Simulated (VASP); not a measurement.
# EuO (Fm-3m) in VASP: notebook, part 2 of 2

VASP 6.6.1.

### Step 5. Single point, RPBE, collinear spin, ferromagnetic start

File INCAR:

```
ALGO     = Normal         # electronic algorithm
EDIFF    = 1E-6           # SCF threshold, eV
ENCUT    = 600            # plane-wave cutoff, eV
GGA      = RP             # functional
GGA_COMPAT= False        
ISIF     = 2              # what is computed and relaxed
ISMEAR   = -1             # smearing method
ISPIN    = 2              # spin polarisation
LASPH    = True           # aspherical terms in the spheres
LCHARG   = True           # write CHGCAR
LELF     = True           # ELF
LMAXMIX  = 6              # l up to which the mixer works
LORBIT   = 11             # projections on sites
LREAL    = False          # projectors in reciprocal space
LVHAR    = True         
LWAVE    = False          # write WAVECAR
MAGMOM   = 7 0            # initial moments
NBANDS   = 22             # bands
NELM     = 200            # most SCF steps
PREC     = Accurate       # precision mode
SIGMA    = 0.15           # smearing width, eV
```

File KPOINTS:

```
k-points
0
Gamma
  11 11 11
```

File POSCAR:

```
EuO
1.0
    0.0000000000      2.5719500000      2.5719500000
    2.5719500000      0.0000000000      2.5719500000
    2.5719500000      2.5719500000      0.0000000000
Eu O
1 1
Direct
    0.0000000000      0.0000000000      0.0000000000
    0.5000000000      0.5000000000      0.5000000000
```

Potentials or basis: VASP PAW PBE potentials, release 64 (Eu, O).

Launch:

```console
cat potpaw_PBE.64/Eu/POTCAR potpaw_PBE.64/O/POTCAR > POTCAR
mpirun -np 1 vasp_std > vasp.out
```

OUTCAR:

```text
EDIFF = 1E-6
   ENCUT = 600
   GGA = RP
   ISIF = 2
   ISMEAR = -1
   ISPIN = 2
   LASPH = True
   LORBIT = 11
   LREAL = False
   NELM = 200
   PREC = Accurate

 ion  position               nearest neighbor table
   1  0.000  0.000  0.000-   2 2.57   2 2.57   2 2.57   2 2.57   2 2.57   2 2.57
   2  0.500  0.500  0.500-   1 2.57   1 2.57   1 2.57   1 2.57   1 2.57   1 2.57

  LATTYP: Found a face centered cubic cell.
 ALAT       =     5.1439000000

  Lattice vectors:

 A1 = (   0.0000000000,   2.5719500000,   2.5719500000)
 A2 = (   2.5719500000,   0.0000000000,   2.5719500000)
 A3 = (   2.5719500000,   2.5719500000,   0.0000000000)

Analysis of symmetry for initial positions (statically):
=====================================================================
 Subroutine PRICEL returns:
 Original cell was already a primitive cell.

 Routine SETGRP: Setting up the symmetry group for a
 face centered cubic supercell.

[... 800 lines left out ...]
      6       1.0584      1.00000
[... 589 lines left out ...]
     21      12.1280      0.00000
     22      19.3135      0.00000

 [... further k-points ...]

------------------------ aborting loop because EDIFF is reached ----------------------------------------

  FORCE on cell =-STRESS in cart. coord.  units (eV):
  Direction    XX          YY          ZZ          XY          YZ          ZX
  --------------------------------------------------------------------------------------
  -------------------------------------------------------------------------------------
  Total       -0.2030051     -0.2030051     -0.2030051     -0.0000000     -0.0000000      0.0000000
  in kB       -9.5587260     -9.5587260     -9.5587260     -0.0000000     -0.0000000      0.0000000
  external PRESSURE =      -9.5587260 kB  Pullay stress =       0.0000000 kB

 VOLUME and BASIS-vectors are now :
 -----------------------------------------------------------------------------
  energy-cutoff  :      600.00
  volume of cell :       34.03
      direct lattice vectors                 reciprocal lattice vectors
     0.000000000  2.571950000  2.571950000    -0.194405023  0.194405023  0.194405023
     2.571950000  0.000000000  2.571950000     0.194405023 -0.194405023  0.194405023
     2.571950000  2.571950000  0.000000000     0.194405023  0.194405023 -0.194405023

 POSITION                                       TOTAL-FORCE (eV/Angst)
 -----------------------------------------------------------------------------------
      0.00000      0.00000      0.00000         0.000000      0.000000      0.000000
      2.57195      2.57195      2.57195        -0.000000     -0.000000     -0.000000
 -----------------------------------------------------------------------------------
    total drift:                                0.000000      0.000000      0.000000

  FREE ENERGIE OF THE ION-ELECTRON SYSTEM (eV)
  ---------------------------------------------------
  free  energy   TOTEN  =       -21.3906573300 eV

  energy  without entropy=      -21.2778345541  energy(sigma->0) =      -21.33424594

 total charge

# of ion       s       p       d       f       tot
--------------------------------------------------
    1        2.034   5.784   0.395   6.604  14.817
    2        1.556   3.403   0.000   0.000   4.960
--------------------------------------------------
tot          3.590   9.188   0.395   6.604  19.777

 magnetization (x)

# of ion       s       p       d       f       tot
--------------------------------------------------
    1       -0.012  -0.111   0.143   6.553   6.573
    2       -0.004  -0.098   0.000   0.000  -0.101
--------------------------------------------------
tot         -0.016  -0.209   0.143   6.553   6.471
```

stdout:

```text
POSCAR found type information on POSCAR EuO
 POSCAR found :  2 types and       2 ions
 scaLAPACK will be used
 -----------------------------------------------------------------------------
|                                                                             |
|                                                                             |
|     You enforced a specific xc type in the INCAR file but a different       |
|     I HOPE YOU KNOW WHAT YOU ARE DOING!                                     |
|                                                                             |
 -----------------------------------------------------------------------------

 LDA part: xc-table for (Slater+PW92), standard interpolation
 POSCAR, INCAR and KPOINTS ok, starting setup
 FFT: planning ... GRIDC
 FFT: planning ... GRID_SOFT
 FFT: planning ... GRID
 WAVECAR not read
 entering main loop
```

It took 2.3 min on 1 thread of Oxide Virtual Turin-like, shared host; peak memory 0.22 GiB.

What came out:

| Item | Value |
| --- | --- |
| Free energy | -21.3907 eV |
| Pressure | -1.0 GPa |
| Net moment | 6.95 μB per cell |
| Site moments | Eu +6.57; O -0.10 μB |
| Valence electrons inside the program's atomic spheres | Eu 14.82; O 4.96 |

Levels at points of the mesh, in eV from the Fermi level:
Spin up:
| k point | band 12 | band 13 | band 14 | band 15 | band 16 | band 17 | band 18 | band 19 |
| --- | --- | --- | --- | --- | --- | --- | --- | --- |
| (0.00, 0.00, 0.00) | -0.55 | -0.55 | -0.24 | -0.24 | -0.24 | 1.46 | 1.46 | 1.46 |
Spin down:
```
           k point  band 5  band 6  band 7  band 8  band 9  band 10  band 11  band 12
(0.00, 0.00, 0.00)  -17.90   -3.97   -3.97   -3.97    0.69     2.64     2.64     2.64
```

Caveat: the PAW data sets were made with another functional, which shifts forces and pressure a little; spin-orbit coupling is left out, which moves the levels of the heavy elements; a cell with one magnetic atom can't hold antiferromagnetic order, which such compounds often take; semilocal functionals describe open f shells poorly, which spoils levels, moments and volumes.

### Step 6. Single point, r2SCAN, collinear spin, ferromagnetic start

POSCAR is that of step 5.

File INCAR.step1:

```
SYSTEM = EuO
PREC = Accurate ; ENCUT = 800
ISMEAR = -1 ; SIGMA = 0.15
LREAL = .False. ; LASPH = .True.
NELM = 200 ; ISPIN = 2
MAGMOM = 7 0 ; LMAXMIX = 6
NBANDS = 22 ; GGA = PE
ALGO = Normal ; EDIFF = 1E-5
LWAVE = .True. ; LCHARG = .False.
GGA_COMPAT = .False.
```

File INCAR.step2:

```
SYSTEM = EuO
PREC = Accurate ; ENCUT = 800
EDIFF = 1E-6 ; ISMEAR = -1
SIGMA = 0.15 ; LREAL = .False.
LASPH = .True. ; NELM = 200
ALGO = Normal ; ISIF = 2
LWAVE = .False. ; LCHARG = .True.
ISPIN = 2 ; MAGMOM = 7 0
LORBIT = 11 ; LMAXMIX = 6
METAGGA = R2SCAN ; LMIXTAU = .True.
LELF = .True. ; LVHAR = .True.
NBANDS = 22 ; ISTART = 1
GGA_COMPAT = .False.
```

File KPOINTS:

```
Automatic mesh
0
Gamma
  11 11 11
  0 0 0
```

Potentials or basis: VASP PAW PBE potentials, release 64 (Eu, O).

Launch:

```console
cat potpaw_PBE.64/Eu/POTCAR potpaw_PBE.64/O/POTCAR > POTCAR
cp INCAR.step1 INCAR
mpirun -np 1 vasp_std > vasp.out
cp INCAR.step2 INCAR
mpirun -np 1 vasp_std > vasp.out
```

Wall time 13 min (1 thread of Oxide Virtual Turin-like, shared host); peak memory 0.33 GiB.

The run converged. Its results:

| Item | Value |
| --- | --- |
| Free energy | -51.8307 eV |
| Pressure | -5.6 GPa |
| Net moment | 6.95 μB per cell |
| Site moments | Eu +6.51; O -0.10 μB |
| Valence electrons inside the program's atomic spheres | Eu 14.85; O 4.98 |

Levels at points of the mesh, in eV from the Fermi level:
Spin up:
```tsv
k point	band 13	band 14	band 15	band 16	band 17	band 18
(0.00, 0.00, 0.00)	-0.26	-0.26	-0.26	-0.23	1.62	1.62
```
Spin down:
```csv
k point,band 5,band 6,band 7,band 8,band 9,band 10,band 11,band 12
"(0.00, 0.00, 0.00)",-18.39,-4.29,-4.29,-4.29,0.87,2.79,2.79,2.79
```

Caveat: the cell stands under tension; the PAW data sets were made with another functional, which shifts forces and pressure a little; spin-orbit coupling is left out, which moves the levels of the heavy elements; a cell with one magnetic atom can't hold antiferromagnetic order, which such compounds often take; semilocal functionals describe open f shells poorly, which spoils levels, moments and volumes. With open d or f shells a metallic result of r2SCAN can be an artefact of self-interaction; +U or a hybrid may open a gap.

### Step 7. The runs side by side

| level | cutoff (eV) | gap on the mesh (eV) | pressure (GPa) | moment (μB) |
| --- | --- | --- | --- | --- |
| BLYP | 600 | none | -0.3 | 6.89 |
| PBEsol | 600 | none | -9.6 | 6.90 |
| revPBE | 600 | none | -1.9 | 6.94 |
| RPBE | 600 | none | -1.0 | 6.95 |
| r2SCAN | 800 | none | -5.6 | 6.95 |

Alike in all rows: task single point; potentials or basis VASP PAW PBE potentials, release 64 (Eu, O); spin collinear, ferromagnetic start; cell as given; k mesh 11 × 11 × 11; smearing fermi-dirac 0.15 eV.

The pressure there spans -9.6 GPa (PBEsol) to -0.3 GPa (BLYP); a positive pressure means that this level wants a larger cell, a negative one a smaller.

Caveats: the PAW data sets were made with another functional, which shifts forces and pressure a little; spin-orbit coupling is left out, which moves the levels of the heavy elements; a cell with one magnetic atom can't hold antiferromagnetic order, which such compounds often take; semilocal functionals describe open f shells poorly, which spoils levels, moments and volumes; the cell stands under tension (at least some runs).

Absolute energies hang on the potentials; compare differences alone.

### Step 8. Against experiment

Step 2. Measured gap of EuO: 1.115 eV (optical; 300 K; a printed reference work, monograph). This calculation gives 0.00 eV (-1.11 eV). So large a miss can be the level of theory's own, or it may mean another phase, state or a wrong row. Spin-orbit coupling on Eu is left out. The value is that of BLYP on a finite k mesh, which can miss the band edges, without temperature or zero-point motion. Semilocal functionals fall short of measured gaps as a rule. The run's magnetic order (collinear spin, ferromagnetic start) needn't be the measured crystal's.

Step 5. A measured gap of EuO is 1.115 eV (optical; 300 K; a printed reference work, monograph); the calculated 0.00 eV misses it by -1.11 eV. So large a miss can be the level of theory's own, or it may mean another phase, state or a wrong row. Spin-orbit coupling on Eu is left out. The value is that of RPBE on a finite k mesh, which can miss the band edges, without temperature or zero-point motion. Semilocal functionals fall short of measured gaps as a rule. The run's magnetic order (collinear spin, ferromagnetic start) needn't be the measured crystal's.
